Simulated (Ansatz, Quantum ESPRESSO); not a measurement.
# BaS(001): dielectric constant from slabs in a field, part 4 of 6

How well do thin films like BaS(001), 5 layers screen a field, with the ions clamped and free?

Quantum ESPRESSO 7.5; plane-wave DFT, PBE, PseudoDojo norm-conserving pseudopotentials; geometry by Ansatz 0.2.0 with PAW datasets.

So far. Step 6 (Electrostatic potential, 5 layers): The slope in the vacuum is 0.100 eV/Å for an applied 0.10 V/Å, as it should be. Step 7 (Clamped-ion dielectric constant from the field inside …): ε = 0.0999 / 0.0209 = 4.78.

### Step 8. Relaxation with pw.x, 5 layers: ions relaxed in a field of 0.0 V/Å

For the ionic share, the slab is first relaxed tightly without a field, by the same code.

n5.r0.in reads:

```
&control
  prefix = 'n5.r0'
  outdir = './out'
  pseudo_dir = './pseudo'
  nstep = 30
  forc_conv_thr = 5e-05
  calculation = 'relax'
  tefield = .true.
  dipfield = .true.
  etot_conv_thr = 1e-07
/
&system
  ibrav = 0
  nat = 10
  ntyp = 2
  ecutwfc = 40
  ecutrho = 160
  occupations = 'fixed'
  edir = 3
  emaxpos = 0.97
  eopreg = 0.04
  eamp = 0.0
/
&electrons
  conv_thr = 1e-10
  mixing_beta = 0.5
  electron_maxstep = 120
/
&ions
/
ATOMIC_SPECIES
  Ba  137.3270  Ba.dojo-sr-pbe-0.4.1-standard.upf
  S   32.0600  S.dojo-sr-pbe-0.4.1-standard.upf
CELL_PARAMETERS angstrom
  4.56083873870000 0.00000000000000 0.00000000000000
  0.00000000000000 4.56083873870000 0.00000000000000
  0.00000000000000 0.00000000000000 28.90000000000000
ATOMIC_POSITIONS crystal
  Ba  -0.000000000000 0.000000000000 0.280164965952
  S   0.500000000000 0.500000000000 0.279807064670
  Ba  0.500000000000 0.500000000000 0.388672194954
  S   -0.000000000000 0.000000000000 0.388408352514
  Ba  0.000000000000 0.000000000000 0.499999995996
  S   0.500000000000 0.500000000000 0.500000002911
  Ba  0.500000000000 0.500000000000 0.611327799255
  S   0.000000000000 0.000000000000 0.611591653419
  Ba  0.000000000000 0.000000000000 0.719835029236
  S   0.500000000000 0.500000000000 0.720192941093
K_POINTS automatic
  4 4 1 0 0 0
```

On the command line:

```
OMP_NUM_THREADS=1 mpirun -n 8 pw.x -nk 1 -in n5.r0.in > n5.r0.out
```

Output:

```text
[banner, memory and clock lines left out]
Program PWSCF v.7.5 starts
[citation notice left out]

[...]
bravais-lattice index     =            0
     lattice parameter (alat)  =       8.6187  a.u.
     unit-cell volume          =    4056.8026 (a.u.)^3
     number of atoms/cell      =           10
     number of atomic types    =            2
     number of electrons       =        80.00
     number of Kohn-Sham states=           40
     kinetic-energy cutoff     =      40.0000  Ry
     charge density cutoff     =     160.0000  Ry
     scf convergence threshold =      1.0E-10
     mixing beta               =       0.5000
     number of iterations used =            8  plain     mixing
     energy convergence thresh.=      1.0E-07
     force convergence thresh. =      5.0E-05
     Exchange-correlation= PBE
                           (   1   4   3   4   0   0   0)
     nstep                     =           30

[...]
PseudoPot. # 1 for Ba read from file:
     ./pseudo/Ba.dojo-sr-pbe-0.4.1-standard.upf
     Pseudo is Norm-conserving + core correction, Zval = 10.0
     Generated using ONCVPSP code by D. R. Hamann
     Using radial grid of 1958 points,  6 beta functions with:
                l(1) =   0
                l(2) =   0
                l(3) =   1
                l(4) =   1
                l(5) =   2
                l(6) =   2

     PseudoPot. # 2 for S  read from file:
     ./pseudo/S.dojo-sr-pbe-0.4.1-standard.upf
     Pseudo is Norm-conserving + core correction, Zval =  6.0
     Generated using ONCVPSP code by D. R. Hamann
     Using radial grid of 1146 points,  6 beta functions with:
                l(1) =   0
                l(2) =   0
                l(3) =   1
                l(4) =   1
                l(5) =   2
                l(6) =   2

     atomic species   valence    mass     pseudopotential
     Ba               10.00   137.32700     Ba( 1.00)
     S                 6.00    32.06000     S ( 1.00)

     No symmetry found

[...]
number of k points=    10
[...]
Dense  grid:   138903 G-vectors     FFT dimensions: (  36,  36, 225)

     Initial potential from superposition of free atoms

     starting charge      79.9171, renormalised to      80.0000

     negative rho (up, down):  8.954E-05 0.000E+00

     Adding external electric field

     Computed dipole along edir(3) :
        Dipole                0.0000 Ry au,          0.0000 Debye
        Dipole field          0.0000 Ry au,

        Potential amp.       -0.0000 Ry
        Total length         52.4286 bohr

     Starting wfcs are   45 randomized atomic wfcs

     per-process dynamical memory:    31.9 Mb

     Self-consistent Calculation

     iteration #  1     ecut=    40.00 Ry     beta= 0.50
     Davidson diagonalization with overlap
     ethr =  1.00E-02,  avg # of iterations =  2.0

     negative rho (up, down):  2.813E-07 0.000E+00

     Adding external electric field

     Computed dipole along edir(3) :
        Dipole                0.0009 Ry au,          0.0022 Debye
        Dipole field          0.0000 Ry au,

        Potential amp.       -0.0003 Ry
        Total length         52.4286 bohr

     total energy              =    -392.28452825 Ry
     estimated scf accuracy    <       1.16298904 Ry

     iteration #  2     ecut=    40.00 Ry     beta= 0.50
[...]
Dipole                0.0002 Ry au,          0.0005 Debye
[...]
total energy              =    -392.72010328 Ry
     estimated scf accuracy    <       0.23078351 Ry

     iteration #  3     ecut=    40.00 Ry     beta= 0.50
[...]
Dipole                0.0014 Ry au,          0.0037 Debye
[...]
total energy              =    -392.74342432 Ry
     estimated scf accuracy    <       0.02451519 Ry

     iteration #  4     ecut=    40.00 Ry     beta= 0.50
[...]
Dipole               -0.0006 Ry au,         -0.0016 Debye
[...]
total energy              =    -392.75547196 Ry
     estimated scf accuracy    <       0.02177407 Ry

     iteration #  5     ecut=    40.00 Ry     beta= 0.50
[...]
Dipole                0.0001 Ry au,          0.0002 Debye
[...]
total energy              =    -392.75287131 Ry
     estimated scf accuracy    <       0.00918005 Ry

     iteration #  6     ecut=    40.00 Ry     beta= 0.50
[...]
Dipole               -0.0001 Ry au,         -0.0002 Debye
[...]
total energy              =    -392.75419981 Ry
     estimated scf accuracy    <       0.00039082 Ry

[...]
iteration # 12     ecut=    40.00 Ry     beta= 0.50
[...]
Dipole               -0.0000 Ry au,         -0.0000 Debye
[...]
total energy              =    -392.75449749 Ry
     estimated scf accuracy    <       0.00000001 Ry

     iteration # 13     ecut=    40.00 Ry     beta= 0.50
[...]
Dipole                0.0000 Ry au,          0.0000 Debye
[...]
total energy              =    -392.75449750 Ry
     estimated scf accuracy    <          1.6E-09 Ry

     iteration # 14     ecut=    40.00 Ry     beta= 0.50
[...]
Dipole               -0.0000 Ry au,         -0.0000 Debye
[...]
total energy              =    -392.75449751 Ry
     estimated scf accuracy    <          2.0E-10 Ry

     iteration # 15     ecut=    40.00 Ry     beta= 0.50
[...]
-8.4642   0.0927   0.1922   0.5398   0.8311   0.9971   0.9971   1.0049
     1.0049   1.0817   1.0817   1.1107   1.3475   1.3475   1.3569   1.3569

          k = 0.0000 0.2500 0.0000 ( 17329 PWs)   bands (ev):

   -25.1896 -25.1895 -24.9797 -24.8320 -24.8311 -10.8474 -10.7956 -10.7302
   -10.6802 -10.5830 -10.4478 -10.2777 -10.2531 -10.2528 -10.1369 -10.1246
   -10.0438 -10.0184  -9.9833  -9.9699  -8.5200  -8.5035  -8.3669  -8.2319
    -8.1599  -0.1216  -0.0863   0.1844   0.3149   0.3615   0.4630   0.5362
     0.5534   0.5645   0.5867   0.6612   0.8409   0.8525   0.8576   1.0330

[...]
highest occupied level (ev):     1.3569

!    total energy              =    -392.75449751 Ry
     estimated scf accuracy    <          7.5E-11 Ry

     The total energy is the sum of the following terms:
     one-electron contribution =   -2083.94478620 Ry
     hartree contribution      =    1060.29440972 Ry
     xc contribution           =     -98.83889485 Ry
     ewald contribution        =     729.73477382 Ry
     electric field correction =       0.00000000 Ry

     convergence has been achieved in  15 iterations

     Forces acting on atoms (cartesian axes, Ry/au):

     atom    1 type  1   force =     0.00000000    0.00000001   -0.00072068
     atom    2 type  2   force =     0.00000000    0.00000001   -0.00087772
     atom    3 type  1   force =     0.00000001    0.00000000    0.00013149
     atom    4 type  2   force =     0.00000001    0.00000000    0.00013992
     atom    5 type  1   force =    -0.00000001    0.00000001    0.00000058
     atom    6 type  2   force =     0.00000001    0.00000001   -0.00000038
     atom    7 type  1   force =    -0.00000001   -0.00000001   -0.00013031
     atom    8 type  2   force =    -0.00000000    0.00000001   -0.00014072
     atom    9 type  1   force =     0.00000000   -0.00000001    0.00072067
     atom   10 type  2   force =    -0.00000001   -0.00000002    0.00087714

     Total force =     0.001629     Total SCF correction =     0.000022

     BFGS Geometry Optimization
     Energy error            =      2.7E-06 Ry
     Gradient error          =      8.8E-04 Ry/Bohr

     number of scf cycles    =   1
     number of bfgs steps    =   0

     energy             new  =    -392.7544975051 Ry

     new trust radius        =       0.0008777175 bohr
     new conv_thr            =            1.0E-10 Ry

ATOMIC_POSITIONS (crystal)
Ba               0.0000000001        0.0000000013        0.2801517698
S                0.5000000004        0.5000000008        0.2797909931
Ba               0.5000000009        0.5000000005        0.3886746026
S                0.0000000011        0.0000000000        0.3884109145
Ba              -0.0000000010        0.0000000007        0.5000000066
S                0.5000000015        0.5000000006        0.4999999959
Ba               0.4999999989        0.4999999988        0.6113254133
S               -0.0000000002        0.0000000011        0.6115890768
Ba               0.0000000000       -0.0000000011        0.7198482252
S                0.4999999983        0.4999999973        0.7202090021

[...]
NEW-OLD atomic charge density approx. for the potential

     Adding external electric field

     Computed dipole along edir(3) :
        Dipole                0.0000 Ry au,          0.0001 Debye
        Dipole field          0.0000 Ry au,

        Potential amp.       -0.0000 Ry
        Total length         52.4286 bohr

     per-process dynamical memory:    39.2 Mb

[...]
!    total energy              =    -392.75450010 Ry
[...]
Total force =     0.001545     Total SCF correction =     0.000011
[...]
number of bfgs steps    =   1
[...]
energy             new  =    -392.7545001000 Ry
[...]
WARNING: bfgs curvature condition failed, Theta= 0.844
     new trust radius        =       0.0009654893 bohr
[...]
!    total energy              =    -392.75450279 Ry
[...]
Total force =     0.001461     Total SCF correction =     0.000011
[...]
number of bfgs steps    =   2
[...]
energy             new  =    -392.7545027864 Ry
[...]
new trust radius        =       0.0014482339 bohr
[...]
!    total energy              =    -392.75450653 Ry
[...]
Total force =     0.001345     Total SCF correction =     0.000004
[...]
number of bfgs steps    =   3
[...]
energy             new  =    -392.7545065255 Ry
[...]
new trust radius        =       0.0021723509 bohr
[...]
!    total energy              =    -392.75451157 Ry
[...]
Total force =     0.001195     Total SCF correction =     0.000007
[...]
number of bfgs steps    =   4
[...]
energy             new  =    -392.7545115718 Ry
[...]
new trust radius        =       0.0032585263 bohr
[...]
!    total energy              =    -392.75451791 Ry
[...]
Total force =     0.001020     Total SCF correction =     0.000007
[...]
number of bfgs steps    =   5
[...]
energy             new  =    -392.7545179125 Ry
[...]
new trust radius        =       0.0048877895 bohr
[...]
!    total energy              =    -392.75452508 Ry
[...]
Total force =     0.000903     Total SCF correction =     0.000006
[...]
number of bfgs steps    =   6
[...]
energy             new  =    -392.7545250771 Ry
[...]
new trust radius        =       0.0073316842 bohr
[...]
!    total energy              =    -392.75454648 Ry
[...]
Total force =     0.000890     Total SCF correction =     0.000007
[...]
number of bfgs steps    =  11
[...]
energy             new  =    -392.7545464759 Ry
[...]
new trust radius        =       0.0051837877 bohr
[...]
Self-consistent Calculation

     iteration #  1     ecut=    40.00 Ry     beta= 0.50
     Davidson diagonalization with overlap
     ethr =  1.00E-06,  avg # of iterations =  3.0

     Threshold (ethr) on eigenvalues was too large:
     Diagonalizing with lowered threshold

     Davidson diagonalization with overlap
     ethr =  1.01E-08,  avg # of iterations =  5.0

     negative rho (up, down):  6.717E-08 0.000E+00

     Adding external electric field

     Computed dipole along edir(3) :
        Dipole               -0.0000 Ry au,         -0.0000 Debye
        Dipole field         -0.0000 Ry au,

        Potential amp.        0.0000 Ry
        Total length         52.4286 bohr

     total energy              =    -392.75454872 Ry
     estimated scf accuracy    <       0.00000517 Ry

[...]
iteration # 10     ecut=    40.00 Ry     beta= 0.50
[...]
Dipole               -0.0000 Ry au,         -0.0000 Debye
[...]
End of self-consistent calculation

          k = 0.0000 0.0000 0.0000 ( 17429 PWs)   bands (ev):

   -25.2050 -25.2050 -24.9919 -24.8530 -24.8509 -10.6921 -10.6797 -10.4926
   -10.3571 -10.2884 -10.2884 -10.2875 -10.2875 -10.1622 -10.1622 -10.1146
   -10.0166 -10.0166  -9.9921  -9.9921  -8.9747  -8.9021  -8.7322  -8.5755
    -8.4763   0.0961   0.1980   0.5364   0.8296   1.0009   1.0009   1.0087
     1.0087   1.0881   1.0881   1.1049   1.3488   1.3488   1.3579   1.3579

          k = 0.0000 0.2500 0.0000 ( 17329 PWs
```

The job ended after 5.1 min (8 MPI ranks of Arm Neoverse V2, shared host; peak memory 0.64 GiB).

Step by step:

| step | energy less that of the first step (eV) | largest force (eV/Å) |
| --- | --- | --- |
| 1 | 0.0000 | 0.0226 |
| 2 | 0.0000 | 0.0215 |
| 3 | -0.0001 | 0.0205 |
| 4 | -0.0001 | 0.0189 |
| 5 | -0.0002 | 0.0167 |
| 6 | -0.0003 | 0.0135 |
| 7 | -0.0004 | 0.0099 |
| 8 | -0.0005 | 0.0148 |
| 9 | -0.0005 | 0.0165 |
| 10 | -0.0005 | 0.0162 |
| 11 | -0.0006 | 0.0152 |
| 12 | -0.0007 | 0.0128 |
| 13 | -0.0007 | 0.0081 |
| 14 | -0.0007 | 0.0048 |
| 15 | -0.0007 | 0.0038 |
| 16 | -0.0007 | 0.0030 |
| 17 | -0.0007 | 0.0023 |
| 18 | -0.0007 | 0.0013 |
| 19 | -0.0007 | 0.0007 |

The atoms that moved most (Å):

| atom | dx | dy | dz | length |
| --- | --- | --- | --- | --- |
| S2 | 0.000 | 0.000 | -0.021 | 0.021 |
| S10 | 0.000 | 0.000 | 0.021 | 0.021 |
| Ba1 | 0.000 | 0.000 | -0.018 | 0.018 |
| Ba9 | 0.000 | 0.000 | 0.018 | 0.018 |
| Ba7 | 0.000 | 0.000 | 0.009 | 0.009 |
| Ba3 | 0.000 | 0.000 | -0.009 | 0.009 |
| S4 | 0.000 | 0.000 | -0.009 | 0.009 |
| S8 | 0.000 | 0.000 | 0.009 | 0.009 |

Final coordinates:

```
CELL_PARAMETERS angstrom
4.56084 0.00000 0.00000
0.00000 4.56084 0.00000
0.00000 0.00000 28.90000
ATOMIC_POSITIONS crystal
Ba 0.00000 0.00000 0.27953
S 0.50000 0.50000 0.27909
Ba 0.50000 0.50000 0.38834
S 0.00000 0.00000 0.38810
Ba 0.00000 0.00000 0.50000
S 0.50000 0.50000 0.50000
Ba 0.50000 0.50000 0.61166
S 0.00000 0.00000 0.61190
Ba 0.00000 0.00000 0.72047
S 0.50000 0.50000 0.72091
```

Read from the output:

- free energy: -5343.6979 eV
- dipole along the normal: 0 e·Å
- valence top, on the run's zero: 1.360 eV

### Step 9. Potential by pp.x, 5 layers

n5.r0.pot.in reads:

```
&inputpp
  prefix = 'n5.r0'
  outdir = './out'
  filplot = 'n5.r0.pot.dat'
  plot_num = 11
/
```

On the command line:

```
OMP_NUM_THREADS=1 mpirun -n 8 pp.x -in n5.r0.pot.in > n5.r0.pot.out
```

It took 0.78 s on 8 MPI ranks; peak memory 0.12 GiB.

Numbers from this step:

- slope of the potential above: 2.58e-4 eV/Å
- upper vacuum line continued to the top atoms, over the valence top: 4.218 eV
- slope of the potential below: -1.81e-4 eV/Å
- lower vacuum line continued to the bottom atoms, over the valence top: 4.219 eV

[end of part 4 of 6]

[Logs are printed without paths, hosts, clocks, repeated set-up lines and the standing remarks that a program may print on its own settings, such as how far it seeks lower states.]

[Hosts, paths, dates, database ids (printed as entryN), source tags and the programs' standing remarks are cut or masked in the printed files.]

[Maps of the electrostatic potential energy from Ansatz leave out the sawtooth potential of an applied field or a dipole correction, so their vacuum need not be flat; planar profiles and work functions include it.]
